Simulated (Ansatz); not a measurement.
# LiI: response to strain

The parent structure is LiI in the rock salt structure (space group Fm-3m, No. 225; a = 6.018 Å). Axes: x, y, z lie along the cube axes.

Strains are applied to the cell and any free atomic positions relax; under biaxial strain the out-of-plane vector relaxes too.

Level of theory: Ansatz (a first-principles code) r2SCAN, spin-orbit coupling left out.

Task: Only one of these has a direct gap. Which?
(A) biaxial strain −0.81 %, plane normal [001], relaxed out of plane
(B) biaxial strain +1.13 %, plane normal [001], relaxed out of plane
(C) tensor shear ε_yz = −1.42 %
(D) uniaxial strain ε_xx = +5.91 %

Result: D, uniaxial strain ε_xx = +5.91 %. Computed: uniaxial strain ε_xx = +5.91 %: direct at Γ; biaxial strain −0.81 %, plane normal [001], relaxed out of plane: indirect, Γ → X; biaxial strain +1.13 %, plane normal [001], relaxed out of plane: indirect, Γ → M; tensor shear ε_yz = −1.42 %: indirect, Γ → X

With I present, leaving out spin-orbit coupling can change the band edges. Stability against distortions was not tested. k-point labels follow each cell's own Brillouin zone.
